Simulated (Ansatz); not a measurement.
Geometry optimisation in Ansatz: input, command and trajectory.

```yaml
crystal:
  lattice:
    - [3.4989118105, 0.0, 0.0]
    - [0.0, 3.4989118105, 0.0]
    - [0.0, 0.0, 4.2122456036]
  atoms:
    - { symbol: Hf, position: [0.0, 0.0, 0.0] }
    - { symbol: Hf, position: [0.5, 0.5, 0.5] }
    - { symbol: H, position: [0.0, 0.5, 0.25] }
    - { symbol: H, position: [0.5, 0.0, 0.25] }
    - { symbol: H, position: [0.5, 0.0, 0.75] }
    - { symbol: H, position: [0.0, 0.5, 0.75] }
basis:
  ecutwfc: 420
kpoints:
  mp_grid: { grid: [10, 10, 8] }
hamiltonian:
  xc: pbesol
scf:
  occupations: { method: gaussian, width: 0.1 }
output:
  forces: true
  stress: true
  eigenvalues: true
relax:
  adjacent_minimum: "off"
  f_tol: 0.008
  max_steps: 40
  cell: { stress_tol: 0.015, fix: [a, b, gamma] }
```

```bash
ansatz run input.yaml --threads 1 --pin off --max-ram 2560MiB --backend cpu --events-out ev --progress --plain --runs-dir out
```

Level of theory: DFT PBEsol, scalar-relativistic, plane waves, PAW (Ansatz 0.2.0).

Of 5 frames 4 are shown, positions in Å and forces in eV/Å; the SCF threshold varies from step to step. Steps run on the plane waves of an earlier cell, with a Pulay correction in the pressure. The basis is chosen afresh for the last frame, the zero of the energies, and at times for earlier ones too; energy and pressure can step there, also at an unchanged geometry. Where two frames share a geometry here, they differ by under 2 meV/atom and 0.3 GPa. The mark taken_back stands on steps that the optimiser undid.

```xyz
6
Lattice="3.4989 0.0000 0.0000 0.0000 3.4989 0.0000 0.0000 0.0000 4.2122" Properties=species:S:1:pos:R:3:forces:R:3 pbc="T T T" step=1 free_energy_over_end_meV_per_atom=0.30 pressure_GPa=-2.38
Hf    0.0000    0.0000    0.0000    0.0000    0.0000    0.0000
Hf    1.7495    1.7495    2.1061    0.0000    0.0000    0.0000
H     0.0000    1.7495    1.0531    0.0000    0.0000    0.0000
H     1.7495    0.0000    1.0531    0.0000    0.0000    0.0000
H     1.7495    0.0000    3.1592    0.0000    0.0000    0.0000
H     0.0000    1.7495    3.1592    0.0000    0.0000    0.0000
6
Lattice="3.4989 0.0000 0.0000 0.0000 3.4989 0.0000 0.0000 0.0000 4.1307" Properties=species:S:1:pos:R:3:forces:R:3 pbc="T T T" step=2 free_energy_over_end_meV_per_atom=0.45 pressure_GPa=0.32 taken_back
Hf    0.0000    0.0000    0.0000    0.0000    0.0000    0.0000
Hf    1.7495    1.7495    2.0653    0.0000    0.0000    0.0000
H     0.0000    1.7495    1.0327    0.0000    0.0000    0.0000
H     1.7495    0.0000    1.0327    0.0000    0.0000    0.0000
H     1.7495    0.0000    3.0980    0.0000    0.0000    0.0000
H     0.0000    1.7495    3.0980    0.0000    0.0000    0.0000
6
Lattice="3.4989 0.0000 0.0000 0.0000 3.4989 0.0000 0.0000 0.0000 4.1802" Properties=species:S:1:pos:R:3:forces:R:3 pbc="T T T" step=3 free_energy_over_end_meV_per_atom=-0.10 pressure_GPa=-1.35
Hf    0.0000    0.0000    0.0000    0.0000    0.0000    0.0000
Hf    1.7495    1.7495    2.0901    0.0000    0.0000    0.0000
H     0.0000    1.7495    1.0450    0.0000    0.0000    0.0000
H     1.7495    0.0000    1.0450    0.0000    0.0000    0.0000
H     1.7495    0.0000    3.1351    0.0000    0.0000    0.0000
H     0.0000    1.7495    3.1351    0.0000    0.0000    0.0000
6
Lattice="3.4989 0.0000 0.0000 0.0000 3.4989 0.0000 0.0000 0.0000 4.1794" Properties=species:S:1:pos:R:3:forces:R:3 pbc="T T T" step=5 free_energy_over_end_meV_per_atom=0.00 pressure_GPa=-1.32
Hf    0.0000    0.0000    0.0000    0.0000    0.0000    0.0000
Hf    1.7495    1.7495    2.0897    0.0000    0.0000    0.0000
H     0.0000    1.7495    1.0449    0.0000    0.0000    0.0000
H     1.7495    0.0000    1.0449    0.0000    0.0000    0.0000
H     1.7495    0.0000    3.1346    0.0000    0.0000    0.0000
H     0.0000    1.7495    3.1346    0.0000    0.0000    0.0000
```

Time: 45 s on 1 thread of Arm Neoverse V2, with other jobs on the host, peak memory 0.42 GiB.

Spin–orbit coupling is left out, which can shift energies with elements as heavy as these.